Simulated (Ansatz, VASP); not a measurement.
**Two plane-wave programs on Zr**

INCAR

```
PREC = Accurate
ENCUT = 520
EDIFF = 1E-6
ISMEAR = -1
SIGMA = 0.1
LREAL = F
LASPH = T
NELM = 80
ALGO = Normal
ISIF = 2
LWAVE = F
LCHARG = T
GGA = PS
LELF = T
LVHAR = T
NBANDS = 19
```

The input KPOINTS:

```
Automatic mesh
0
Gamma
  10 10 10
```

File POSCAR:

```
Zr
1.0
    0.0000000000      2.9882454715      2.9882454715
    2.9882454715      0.0000000000      2.9882454715
    2.9882454715      2.9882454715      0.0000000000
Zr
2
Direct
    0.1250000000      0.1250000000      0.1250000000
    0.8750000000      0.8750000000      0.8750000000
```

Input for Ansatz:

```yaml
crystal:
  lattice:
    - [0.0, 2.9882454715, 2.9882454715]
    - [2.9882454715, 0.0, 2.9882454715]
    - [2.9882454715, 2.9882454715, 0.0]
  atoms:
    - { symbol: Zr, position: [0.125, 0.125, 0.125] }
    - { symbol: Zr, position: [0.875, 0.875, 0.875] }
hamiltonian:
  xc: pbesol
  pseudopotentials:
    kind: paw
    azcp:
      Zr: "pseudopotentials/Zr.paw.azcp"
basis:
  ecutwfc: 420
  fft_grid_basis: typed
kpoints:
  mp_grid: { grid: [10, 10, 10], shift: [0, 0, 0] }
magnetization:
  spin_polarized: false
scf:
  occupations: { method: fermi_dirac, width: 0.1 }
  lower_state_search: "off"
output:
  stress: true
```

Alike in both runs: task single point; functional PBEsol; k mesh 10 × 10 × 10; occupations fermi-dirac, width 0.1 eV; no spin polarisation.

```csv
,VASP,Ansatz
version,VASP 6.6.1,Ansatz 0.2.0
potentials or method,"VASP PAW PBE potentials, release 64 (Zr_sv)","plane waves (420 eV) with PAW, scalar-relativistic"
plane-wave cutoff (eV),520,420
valence electrons in the cell,24,24
```

```csv
,VASP,Ansatz,Ansatz less VASP
pressure (GPa),3.7,3.5,-0.19
```

The functional is the same, so the differences come from potentials, cutoffs and numerics. Ansatz warned: «pseudo_functional_mismatch».

Caveats: the PAW data sets were made with another functional, which shifts forces and pressure a little (VASP).
